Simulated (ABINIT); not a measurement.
# Rh (Fm-3m) in ABINIT: further runs

Runs on Rh. Level: PBE. Tasks: equation of state.

Program: ABINIT 10.8.3 (patched build). These are calculated values, not measurements. Logs are shortened: lines on timing, memory, paths and dates and some standing lists are left out, and cuts for length are marked. The log counts tension as positive stress, the text compression.

**The experiment to reproduce.**

“Thermal equation of state of rhodium characterized by XRD in a resistively heated diamond anvil cell”, 2024, pmc:11535440 quotes, for a bulk crystal of Rh: bulk modulus 264 ± 1 GPa.

The results are compared with them further down.

## 1. The crystal as given

It takes space group Fm-3m (No. 225, cubic). Conventional cell: a = 3.796 Å, b = 3.796 Å, c = 3.796 Å, α = 90.00°, β = 90.00°, γ = 90.00°. Around Rh (site symmetry m-3m) lie 12 Rh at 2.68 Å.

## 2. Equation of state, PBE

File run.abi:

```
# Datasets: one volume each
ndtset 7
getwfk -1
scalecart1 3*0.9795861087
scalecart2 3*0.9864848297
scalecart3 3*0.9932883884
scalecart4 3*1.0000000000
scalecart5 3*1.0066227096
scalecart6 3*1.0131594038
scalecart7 3*1.0196128224

# Pseudopotentials
pp_dirpath "./"
pseudos "Rh.upf"

# Structure
acell 2.6839652093 2.6839652093 2.6839652093 Angstrom
rprim
     0.0000000000     0.7071067812     0.7071067812
     0.7071067812     0.0000000000     0.7071067812
     0.7071067812     0.7071067812     0.0000000000
ntypat 1
znucl 45
natom 1
typat 1
xred
     0.0000000000     0.0000000000     0.0000000000

# Plane-wave basis
ecut 44.0

# k points
kptopt 1
ngkpt 12 12 12
nshiftk 1
shiftk 0.0 0.0 0.0

# Exchange and correlation
ixc 11

# Bands and occupations
nband 13
occopt 3
tsmear 0.05 eV

# SCF cycle
nstep 100
tolvrs 1.0e-10

# Output
iomode 3
prtwf 1
prtden 0
prteig 0
prtebands 0
enunit 2
```

Potentials or basis: PseudoDojo NC SR PBE v0.4 stringent.

The run is started by

```console
abinit run.abi > log 2>&1
```

run.abo:

```text
.Version 10.8.3 of ABINIT
 DATASET    1 : space group Fm -3 m (#225); Bravais cF (face-center cubic)
================================================================================
 Values of the parameters that define the memory need for DATASET  1.
     intxc =       0    ionmov =       0      iscf =       7    lmnmax =       6
     lnmax =       6     mgfft =      30  mpssoang =       3    mqgrid =    3001
     natom =       1  nloc_mem =       1    nspden =       1   nspinor =       1
    nsppol =       1      nsym =      48    n1xccc =    2501    ntypat =       1
    occopt =       3   xclevel =       2
       mpw =        1239          nfft =       27000          nkpt =          72
================================================================================
================================================================================
[... 61 lines left out ...]
 DATASET    7 : space group Fm -3 m (#225); Bravais cF (face-center cubic)
================================================================================
 Values of the parameters that define the memory need for DATASET  7.
     intxc =       0    ionmov =       0      iscf =       7    lmnmax =       6
     lnmax =       6     mgfft =      32  mpssoang =       3    mqgrid =    3001
     natom =       1  nloc_mem =       1    nspden =       1   nspinor =       1
    nsppol =       1      nsym =      48    n1xccc =    2501    ntypat =       1
    occopt =       3   xclevel =       2
       mpw =        1381          nfft =       32768          nkpt =          72
================================================================================
================================================================================

--------------------------------------------------------------------------------
------------- Echo of variables that govern the present computation ------------
--------------------------------------------------------------------------------
 -outvars: echo values of preprocessed input variables --------
            acell      5.0719591770E+00  5.0719591770E+00  5.0719591770E+00 Bohr
              amu      1.02905500E+02
             ecut      4.40000000E+01 Hartree
           enunit           2
           getwfk          -1
                       outvar_i_n : Printing only first  50 k-points.
              ixc          11
           jdtset        1    2    3    4    5    6    7
                       outvar_i_n : Printing only first  50 k-points.
         kptrlatt       12    0    0      0   12    0      0    0   12
          kptrlen1     5.96210490E+01
          kptrlen2     6.00409294E+01
          kptrlen3     6.04550179E+01
          kptrlen4     6.08635101E+01
[... 36 lines left out ...]
                       7.1178974407E-01  7.1178974407E-01  0.0000000000E+00
            rprim6     0.0000000000E+00  7.1641188486E-01  7.1641188486E-01
                       7.1641188486E-01  0.0000000000E+00  7.1641188486E-01
                       7.1641188486E-01  7.1641188486E-01  0.0000000000E+00
            rprim7     0.0000000000E+00  7.2097514092E-01  7.2097514092E-01
                       7.2097514092E-01  0.0000000000E+00  7.2097514092E-01
                       7.2097514092E-01  7.2097514092E-01  0.0000000000E+00
          spgroup         225
           tolvrs      1.00000000E-10
           tsmear      1.83746611E-03 Hartree
            typat      1
                       outvars : Printing only first  50 k-points.
            znucl       45.00000

================================================================================

 chkinp: Checking input parameters for consistency, jdtset=   1.

 chkinp: Checking input parameters for consistency, jdtset=   2.
[... 33 lines left out ...]
 getcut: wavevector=  0.0000  0.0000  0.0000  ngfft=  30  30  30
         ecut(hartree)=     44.000   => boxcut(ratio)=   2.02439

--- Pseudopotential description ------------------------------------------------
- pspini: atom type   1  psp file is ./Rh.upf
12 -101130 2 -1 1568                          pspcod,pspxc,lmax,lloc,mmax
     nproj     2     2     2

   3.63592509E+02                                ecore*ucvol(ha*bohr**3)
--------------------------------------------------------------------------------

================================================================================

--- !BeginCycle
iteration_state: {dtset: 1, }
solver: {iscf: 7, nstep: 100, nline: 4, wfoptalg: 0, }
tolerances: {tolvrs: 1.00E-10, }
...
[... 1008 lines left out ...]
-Cartesian components of stress tensor (GPa)         [Pressure= -7.4243E+00 GPa]
- sigma(1 1)=  7.42434214E+00  sigma(3 2)=  0.00000000E+00
- sigma(2 2)=  7.42434214E+00  sigma(3 1)=  0.00000000E+00
- sigma(3 3)=  7.42434214E+00  sigma(2 1)=  0.00000000E+00

== END DATASET(S) ==============================================================
================================================================================

 -outvars: echo values of variables after computation  --------
            acell      5.0719591770E+00  5.0719591770E+00  5.0719591770E+00 Bohr
           etotal1    -1.1728577236E+02
           etotal2    -1.1728734434E+02
           etotal3    -1.1728844161E+02
           etotal4    -1.1728911775E+02
           etotal5    -1.1728942058E+02
           etotal6    -1.1728939186E+02
           etotal7    -1.1728906970E+02
            fcart1    -0.0000000000E+00 -0.0000000000E+00 -0.0000000000E+00
            fcart2    -0.0000000000E+00 -0.0000000000E+00 -0.0000000000E+00
            fcart3     0.0000000000E+00  0.0000000000E+00  0.0000000000E+00
            fcart4    -0.0000000000E+00 -0.0000000000E+00 -0.0000000000E+00
            fcart5    -0.0000000000E+00 -0.0000000000E+00 -0.0000000000E+00
            fcart6     0.0000000000E+00  0.0000000000E+00  0.0000000000E+00
            fcart7    -0.0000000000E+00 -0.0000000000E+00 -0.0000000000E+00
            rprim1     0.0000000000E+00  6.9267198023E-01  6.9267198023E-01
                       6.9267198023E-01  0.0000000000E+00  6.9267198023E-01
                       6.9267198023E-01  6.9267198023E-01  0.0000000000E+00
[... 17 lines left out ...]
                       7.2097514092E-01  7.2097514092E-01  0.0000000000E+00
           strten1    -9.8576476571E-04 -9.8576476571E-04 -9.8576476571E-04
                       0.0000000000E+00  0.0000000000E+00  0.0000000000E+00
           strten2    -7.1325333062E-04 -7.1325333062E-04 -7.1325333062E-04
                       0.0000000000E+00  0.0000000000E+00  0.0000000000E+00
           strten3    -4.7128218111E-04 -4.7128218111E-04 -4.7128218111E-04
                       0.0000000000E+00  0.0000000000E+00  0.0000000000E+00
           strten4    -2.5653407049E-04 -2.5653407049E-04 -2.5653407049E-04
                       0.0000000000E+00  0.0000000000E+00  0.0000000000E+00
           strten5    -6.6085819258E-05 -6.6085819258E-05 -6.6085819258E-05
                       0.0000000000E+00  0.0000000000E+00  0.0000000000E+00
           strten6     1.0277959302E-04  1.0277959302E-04  1.0277959302E-04
                       0.0000000000E+00  0.0000000000E+00  0.0000000000E+00
           strten7     2.5234826037E-04  2.5234826037E-04  2.5234826037E-04
                       0.0000000000E+00  0.0000000000E+00  0.0000000000E+00
 Calculation completed.
```

Wall time 2.8 min (1 thread of Arm Neoverse V1, shared host); peak memory 0.11 GiB.

What came out:

```
Equilibrium volume                      : 14.06 Å³/atom
Bulk modulus                            : 258 GPa
Pressure derivative of the bulk modulus : 5.2
```

Energy against volume, from the lowest point:
```csv
volume (Å³/atom),energy (meV/atom)
12.851,99.27
13.125,56.50
13.398,26.64
13.671,8.24
13.945,0.00
14.218,0.78
14.492,9.55
```

Caveat: pressures at fixed basis lie under the slope of the energies. PBE usually gives volumes a little too large and moduli too small.

## 3. Equation of state, PBE

run.abi is that of step 2.

Potentials or basis: PseudoDojo NC SR PBE v0.5 standard.

The run is started by

```console
abinit run.abi > log 2>&1
```

run.abo:

```text
.Version 10.8.3 of ABINIT
 DATASET    1 : space group Fm -3 m (#225); Bravais cF (face-center cubic)
================================================================================
 Values of the parameters that define the memory need for DATASET  1.
     intxc =       0    ionmov =       0      iscf =       7    lmnmax =       6
     lnmax =       6     mgfft =      30  mpssoang =       3    mqgrid =    3001
     natom =       1  nloc_mem =       1    nspden =       1   nspinor =       1
    nsppol =       1      nsym =      48    n1xccc =    2501    ntypat =       1
    occopt =       3   xclevel =       2
       mpw =        1239          nfft =       27000          nkpt =          72
================================================================================
================================================================================
[... 61 lines left out ...]
 DATASET    7 : space group Fm -3 m (#225); Bravais cF (face-center cubic)
================================================================================
 Values of the parameters that define the memory need for DATASET  7.
     intxc =       0    ionmov =       0      iscf =       7    lmnmax =       6
     lnmax =       6     mgfft =      32  mpssoang =       3    mqgrid =    3001
     natom =       1  nloc_mem =       1    nspden =       1   nspinor =       1
    nsppol =       1      nsym =      48    n1xccc =    2501    ntypat =       1
    occopt =       3   xclevel =       2
       mpw =        1381          nfft =       32768          nkpt =          72
================================================================================
================================================================================

--------------------------------------------------------------------------------
------------- Echo of variables that govern the present computation ------------
--------------------------------------------------------------------------------
 -outvars: echo values of preprocessed input variables --------
            acell      5.0719591770E+00  5.0719591770E+00  5.0719591770E+00 Bohr
              amu      1.02905500E+02
             ecut      4.40000000E+01 Hartree
           enunit           2
           getwfk          -1
[... 97 lines left out ...]
 getcut: wavevector=  0.0000  0.0000  0.0000  ngfft=  30  30  30
         ecut(hartree)=     44.000   => boxcut(ratio)=   2.02439

--- Pseudopotential description ------------------------------------------------
- pspini: atom type   1  psp file is ./Rh.upf
12 -101130 2 -1 1568                          pspcod,pspxc,lmax,lloc,mmax
     nproj     2     2     2

   3.63592509E+02                                ecore*ucvol(ha*bohr**3)
--------------------------------------------------------------------------------

================================================================================

--- !BeginCycle
iteration_state: {dtset: 1, }
solver: {iscf: 7, nstep: 100, nline: 4, wfoptalg: 0, }
tolerances: {tolvrs: 1.00E-10, }
...
[... 1008 lines left out ...]
-Cartesian components of stress tensor (GPa)         [Pressure= -7.4243E+00 GPa]
- sigma(1 1)=  7.42434214E+00  sigma(3 2)=  0.00000000E+00
- sigma(2 2)=  7.42434214E+00  sigma(3 1)=  0.00000000E+00
- sigma(3 3)=  7.42434214E+00  sigma(2 1)=  0.00000000E+00

== END DATASET(S) ==============================================================
================================================================================

 -outvars: echo values of variables after computation  --------
            acell      5.0719591770E+00  5.0719591770E+00  5.0719591770E+00 Bohr
           etotal1    -1.1728577236E+02
           etotal2    -1.1728734434E+02
           etotal3    -1.1728844161E+02
           etotal4    -1.1728911775E+02
           etotal5    -1.1728942058E+02
           etotal6    -1.1728939186E+02
           etotal7    -1.1728906970E+02
            fcart1    -0.0000000000E+00 -0.0000000000E+00 -0.0000000000E+00
            fcart2    -0.0000000000E+00 -0.0000000000E+00 -0.0000000000E+00
            fcart3     0.0000000000E+00  0.0000000000E+00  0.0000000000E+00
            fcart4    -0.0000000000E+00 -0.0000000000E+00 -0.0000000000E+00
            fcart5    -0.0000000000E+00 -0.0000000000E+00 -0.0000000000E+00
            fcart6     0.0000000000E+00  0.0000000000E+00  0.0000000000E+00
            fcart7    -0.0000000000E+00 -0.0000000000E+00 -0.0000000000E+00
            rprim1     0.0000000000E+00  6.9267198023E-01  6.9267198023E-01
                       6.9267198023E-01  0.0000000000E+00  6.9267198023E-01
                       6.9267198023E-01  6.9267198023E-01  0.0000000000E+00
[... 17 lines left out ...]
                       7.2097514092E-01  7.2097514092E-01  0.0000000000E+00
           strten1    -9.8576476571E-04 -9.8576476571E-04 -9.8576476571E-04
                       0.0000000000E+00  0.0000000000E+00  0.0000000000E+00
           strten2    -7.1325333062E-04 -7.1325333062E-04 -7.1325333062E-04
                       0.0000000000E+00  0.0000000000E+00  0.0000000000E+00
           strten3    -4.7128218111E-04 -4.7128218111E-04 -4.7128218111E-04
                       0.0000000000E+00  0.0000000000E+00  0.0000000000E+00
           strten4    -2.5653407049E-04 -2.5653407049E-04 -2.5653407049E-04
                       0.0000000000E+00  0.0000000000E+00  0.0000000000E+00
           strten5    -6.6085819258E-05 -6.6085819258E-05 -6.6085819258E-05
                       0.0000000000E+00  0.0000000000E+00  0.0000000000E+00
           strten6     1.0277959302E-04  1.0277959302E-04  1.0277959302E-04
                       0.0000000000E+00  0.0000000000E+00  0.0000000000E+00
           strten7     2.5234826037E-04  2.5234826037E-04  2.5234826037E-04
                       0.0000000000E+00  0.0000000000E+00  0.0000000000E+00
 Calculation completed.
```

Run time: 2.8 min. Hardware: 1 thread of Arm Neoverse V1, shared host; peak memory 0.11 GiB.

Results:

```yaml
Equilibrium_volume: 14.06 Å³/atom
Bulk_modulus: 258 GPa
Pressure_derivative_of_the_bulk_modulus: 5.2
```

Energy against volume, from the lowest point:
| volume (Å³/atom) | energy (meV/atom) |
| --- | --- |
| 12.851 | 99.27 |
| 13.125 | 56.50 |
| 13.398 | 26.64 |
| 13.671 | 8.24 |
| 13.945 | 0.00 |
| 14.218 | 0.78 |
| 14.492 | 9.55 |

Caveat: pressures at fixed basis lie under the slope of the energies.

## 4. Equation of state, PBE

run.abi is that of step 3.

Potentials or basis: PseudoDojo NC SR PBE v0.5 stringent.

The run is started by

```console
abinit run.abi > log 2>&1
```

Run time: 2.8 min. Hardware: 1 thread of Arm Neoverse V1, shared host; peak memory 0.11 GiB.

Results (log left out):

| Property | Result |
| --- | --- |
| Equilibrium volume | 14.06 Å³/atom |
| Bulk modulus | 258 GPa |
| Pressure derivative of the bulk modulus | 5.2 |

Energy against volume, from the lowest point:
| volume (Å³/atom) | energy (meV/atom) |
| --- | --- |
| 12.851 | 99.27 |
| 13.125 | 56.50 |
| 13.398 | 26.64 |
| 13.671 | 8.24 |
| 13.945 | 0.00 |
| 14.218 | 0.78 |
| 14.492 | 9.55 |

Caveat: pressures at fixed basis lie under the slope of the energies.

(Continued in part 2 of 2.)
